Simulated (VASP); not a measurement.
Ge in VASP 6.6.1, single-point calculation

INCAR

```
GGA = PE
ENCUT = 520
NELECT = 27.5
SIGMA = 0.02
LREAL = .TRUE.
LWAVE = .FALSE.
IBRION = -1
NBANDS = 21
ISMEAR = -1
NELM = 120
PREC = Accurate
EDIFF = 1E-7
LASPH = .TRUE.
NSW = 0
LCHARG = .FALSE.
ISIF = 2
LMAXMIX = 4
```

KPOINTS

```
KPOINTS created by Atomic Simulation Environment
0
Gamma
8 8 8
0 0 0
```

POSCAR

```
Ge
 1.0000000000000000
     0.0000000000000000    2.8368735121270001    2.8368735121270001
     2.8368735121270001   -0.0000000000000000    2.8368735121270001
     2.8368735121270001    2.8368735121270001   -0.0000000000000000
 Ge
   2
Cartesian
 -0.0000000000000000 -0.0000000000000000 -0.0000000000000000
  1.4184367560634998  1.4184367560634998  1.4184367560634998
```

The recommended PBE PAW datasets give the neutral cell 28 valence electrons.

Command

```
mpirun -np 1 vasp_std
```

Task: How does this run end, and what does it give?

Result: It converged. Results: pressure -11.9 GPa.

OSZICAR

```
N       E                     dE             d eps       ncg     rms          rms(c)
DAV:   1     0.180596445172E+03    0.18060E+03   -0.13848E+04  1337   0.341E+03
DAV:   2     0.163516241056E+02   -0.16424E+03   -0.16003E+03  1223   0.615E+02
DAV:   3    -0.100009846463E+02   -0.26353E+02   -0.26223E+02  1413   0.140E+02
DAV:   4    -0.109049346539E+02   -0.90395E+00   -0.90328E+00  1363   0.305E+01
DAV:   5    -0.109202962888E+02   -0.15362E-01   -0.15361E-01  1398   0.436E+00    0.282E+00
DAV:   6    -0.110048039211E+02   -0.84508E-01   -0.66787E-02  1613   0.339E+00    0.160E+00
DAV:   7    -0.109936107314E+02    0.11193E-01   -0.18187E-02  1654   0.136E+00    0.136E-01
DAV:   8    -0.109940682367E+02   -0.45751E-03   -0.15748E-03  1313   0.380E-01    0.664E-02
DAV:   9    -0.109943611748E+02   -0.29294E-03   -0.29874E-04  1338   0.140E-01    0.114E-02
DAV:  10    -0.109943754585E+02   -0.14284E-04   -0.25739E-05  1403   0.715E-02    0.406E-03
DAV:  11    -0.109943780690E+02   -0.26105E-05   -0.26922E-06  1303   0.142E-02    0.208E-03
DAV:  12    -0.109943785834E+02   -0.51432E-06   -0.86644E-07  1160   0.103E-02    0.220E-04
DAV:  13    -0.109943786005E+02   -0.17145E-07   -0.14350E-08   883   0.108E-03
   1 F= -.10994379E+02 E0= -.10992826E+02  d E =-.310564E-02
```

The cell is charged and sits in a uniform background.

For comparison, a separate PBE run of the intended cell, on usual settings and not on those above, gives a gap of 0.00 eV on its mesh and a pressure of 2.9 GPa.
